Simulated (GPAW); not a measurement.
HfO2:

```
CELL_PARAMETERS angstrom
4.81353 0.00000 0.00000
0.00000 4.81353 0.00000
0.00000 0.00000 3.20542
ATOMIC_POSITIONS crystal
Hf 0.50000 0.50000 0.50000
Hf 0.00000 0.00000 0.00000
O 0.80504 0.19496 0.50000
O 0.69496 0.69496 0.00000
O 0.30504 0.30504 0.00000
O 0.19496 0.80504 0.50000
```

Measurements of this composition are mostly on another form, of space group No. 14.

Base run:

| Property | Result |
| --- | --- |
| Program | GPAW 26.7.0 |
| Functional | LDA |
| Potentials or basis | the program's PAW data sets (release 1.2.1) made for this functional |
| Cutoff | 800 eV |
| Basis | pw |
| k mesh | 4 × 4 × 6 |
| Occupations | fermi-dirac, width 0.05 eV |
| Spin | no spin polarisation |

Its results: band gap on the k mesh 3.79 eV, direct; pressure -4.1 GPa; largest force 0.047 eV/Å.

Q: The run is repeated on the same cell with these changes: functional from LDA to PBEsol; potentials or basis from the program's PAW data sets (release 1.2.1) made for this functional to PAW data sets generated in the run's folder for this functional. What comes out?

A: Band gap on the k mesh 3.88 eV, direct; pressure 2.8 GPa; largest force 0.027 eV/Å.

Caveats: spin-orbit coupling is left out, which moves the levels of the heavy elements.
